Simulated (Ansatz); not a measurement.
The cell is BN in the h-MgO-type structure (it has left that coordination); cell and atoms were relaxed with r2SCAN. The symmetry is P6_3/mmc (No. 194, hexagonal); conventional cell a = 2.501 Å, c = 6.893 Å, 9.33 Å³ an atom. B has 3 N at 1.44 Å; N has 3 B at 1.44 Å.

```yaml
crystal:
  lattice:
    - [2.50084, 0.00000, 0.00000]
    - [-1.25042, 2.16579, 0.00000]
    - [0.00000, 0.00000, 6.89312]
  atoms:
    - { symbol: B, position: [0.33333, 0.66667, 0.25000] }
    - { symbol: B, position: [0.66667, 0.33333, 0.75000] }
    - { symbol: N, position: [0.66667, 0.33333, 0.25000] }
    - { symbol: N, position: [0.33333, 0.66667, 0.75000] }
```

4 runs of Ansatz 0.2.0 on this cell differ in the functional (and in the settings that go with it). Levels are in eV from each run's valence top; v1 is the last filled band, c1 the first empty one.

Run A, mean stress -3.8 GPa (compression positive):
```
point     v5     v3     v1    c1    c2     c3
    Γ  -4.34  -1.33  -1.31  4.71  9.57  11.50
    M  -8.82  -4.12  -0.52  4.15  5.38   9.48
    K  -7.91  -7.05  -0.06  4.68  4.68  10.52
```

Run B, mean stress -1.2 GPa (compression positive):
```
point     v5     v3     v1    c1     c2     c3
    Γ  -4.77  -1.60  -1.57  6.95  12.31  14.19
    M  -9.84  -4.62  -0.58  6.44   7.74  11.87
    K  -8.66  -8.01  -0.05  7.04   7.04  12.92
```

Run C, mean stress +3.8 GPa (compression positive):
```
point     v5     v3     v1    c1    c2     c3
    Γ  -4.33  -1.34  -1.32  5.03  9.87  11.60
    M  -8.88  -4.12  -0.53  4.33  5.49   9.53
    K  -7.87  -7.17  -0.07  4.80  4.80  10.91
```

Run D, mean stress -1.3 GPa (compression positive):
```
point     v5     v3     v1    c1     c2     c3
    Γ  -4.60  -1.44  -1.42  6.06  11.40  13.30
    M  -9.54  -4.41  -0.54  5.63   6.92  11.00
    K  -8.37  -7.76  -0.05  6.25   6.25  12.07
```

**Question.** Match the runs to LDA, PBE, r2SCANh, DDH-PBE0.

**Answer.** A is LDA, B is DDH-PBE0, C is PBE, D is r2SCANh. In order of the gap: LDA 4.15, PBE 4.33, r2SCANh 5.63, DDH-PBE0 6.44 eV.

The cell comes from a prototype generator: it can be a known phase or a hypothetical one. Spin polarisation is off.

The program warns that its thresholds are loose for a hybrid's stress.

The meshes of the hybrids are coarse, so their gaps aren't converged to the digits shown.
